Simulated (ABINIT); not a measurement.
The system is BN.

```
N B
1.0
     0.00000    1.81300    1.81300
     1.81300    0.00000    1.81300
     1.81300    1.81300    0.00000
N B
1 1
Direct
  0.25000 0.25000 0.25000
  0.00000 0.00000 0.00000
```

The cell is a database's computed one.

Program: ABINIT 10.8.3 (patched build). Alike in all runs: no spin polarisation; cell as given; smearing fermi-dirac 0.05 eV.

Task: Order these runs on this cell by their pressure, lowest first.
A. level r2SCAN; potentials or basis JTH PAW PBE v2.0; k mesh 5 × 5 × 5; cutoff (eV) 816; fine-grid cutoff 1414.99 eV; mesh quality coarse
B. level PBEsol; potentials or basis PseudoDojo NC SR PBEsol v0.4.1 standard; k mesh 13 × 13 × 13; cutoff (eV) 1143; mesh quality not flagged
C. level revPBE; potentials or basis JTH PAW PBE v2.0; k mesh 13 × 13 × 13; cutoff (eV) 707; fine-grid cutoff 1306.15 eV; mesh quality not flagged

Result: B (-5.7 GPa), A (-1.9 GPa), C (3.9 GPa).

Caveats: some runs use coarse meshes; the PAW data sets were made with another functional, which shifts forces and pressure a little (some runs).

Runs at the PBE level aren't shown here.
